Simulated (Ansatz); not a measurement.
GaN: from stress constants e to strain constants d — Ansatz, plane waves and PAW

Space group P6_3mc (No. 186), 4 atoms in the cell of the first input below: a = 3.183 Å, b = 3.183 Å, c = 5.185 Å, α = 90.00°, β = 90.00°, γ = 120.00°.

The structure is a measured one, not always of the ambient phase, relaxed without spin–orbit coupling to zero pressure (pressure 0.0 GPa with this functional, without spin–orbit coupling). Functional: PBEsol.

Input:

```yaml
crystal:
  lattice:
    - [3.1827403656, 1.0e-10, 0.0]
    - [-1.5913701828, 2.7563340102, 0.0]
    - [0.0, 0.0, 5.1854270288]
  atoms:
    - { symbol: Ga, position: [0.3333333333, 0.6666666667, -0.0008070976] }
    - { symbol: Ga, position: [0.6666666667, 0.3333333333, 0.4991929024] }
    - { symbol: "N", position: [0.3333333333, 0.6666666667, 0.3758070976] }
    - { symbol: "N", position: [0.6666666667, 0.3333333333, 0.8758070976] }
basis:
  ecutwfc: 420
  ecutrho_ratio: 4
kpoints:
  mp_grid: { grid: [12, 12, 8] }
hamiltonian:
  xc: pbesol
scf:
  occupations: { method: fixed }
output:
  forces: true
  stress: true
  eigenvalues: true
  polarization: {}
elastic:
  mode: relaxed_ion
  stencil: two_point
```

```bash
ansatz run input.yaml --threads 4 --pin off --max-ram 9216MiB --backend cpu --events-out ev --progress --plain --runs-dir out
```

Time: 95 s on 4 threads of Intel(R) Xeon(R) 6975P-C (Granite Rapids) (shared host), peak memory 0.9 GiB.

Elastic constants with relaxed ions (GPa, engineering shears):

|  | xx | yy | zz | yz | xz | xy |
| --- | --- | --- | --- | --- | --- | --- |
| xx | 343.9 | 128.0 | 92.7 | 0.0 | 0.0 | 0.0 |
| yy | 128.0 | 343.9 | 92.7 | 0.0 | 0.0 | 0.0 |
| zz | 92.7 | 92.7 | 381.5 | 0.0 | 0.0 | 0.0 |
| yz | 0.0 | 0.0 | 0.0 | 91.5 | 0.0 | 0.0 |
| xz | 0.0 | 0.0 | 0.0 | 0.0 | 91.5 | 0.0 |
| xy | 0.0 | 0.0 | 0.0 | 0.0 | 0.0 | 108.0 |

Proper piezoelectric stress tensor e (C/m²):

|  | xx | yy | zz | yz | xz | xy |
| --- | --- | --- | --- | --- | --- | --- |
| x | 0.000 | 0.000 | 0.000 | 0.000 | -0.295 | 0.000 |
| y | 0.000 | 0.000 | 0.000 | -0.295 | 0.000 | 0.000 |
| z | -0.432 | -0.432 | 0.759 | 0.000 | 0.000 | 0.000 |

Signs follow the polarity of the cell as typed: the inverted crystal has all signs reversed.

Which piezoelectric strain constant d is largest in size (symmetry may tie others with it)?

d = e C⁻¹ gives d(x; xz) = -3.2 pC/N, tied by symmetry with others.

```json
{"": "x", "xx": "0.0", "yy": "0.0", "zz": "0.0", "yz": "0.0", "xz": "-3.2", "xy": "0.0"}
{"": "y", "xx": "0.0", "yy": "0.0", "zz": "0.0", "yz": "-3.2", "xz": "0.0", "xy": "0.0"}
{"": "z", "xx": "-1.4", "yy": "-1.4", "zz": "2.7", "yz": "0.0", "xz": "0.0", "xy": "0.0"}
```

The largest strain constant belongs to shear, although the largest stress constant is the longitudinal one along the polar axis. The reversal comes from elastic compliance: shear in a plane containing the c axis meets a stiffness of only 91.5 GPa, against 381.5 GPa for axial strain. In a tetrahedral network such shear is accommodated largely by bending bonds, which costs less than stretching them.

The axial constant of 2.7 pC/N is itself helped by the Poisson effect. Tension along c contracts the basal plane, and because the transverse stress constant is negative, this contraction adds to the polarization change. The axial response is also nearly cancelled by the two transverse ones under hydrostatic stress, so GaN should be a weak sensor of uniform pressure despite its clear response to directional loads. These strain constants describe a mechanically free crystal; a film clamped in-plane by a substrate would show a smaller axial response, since the lateral contribution is then suppressed.
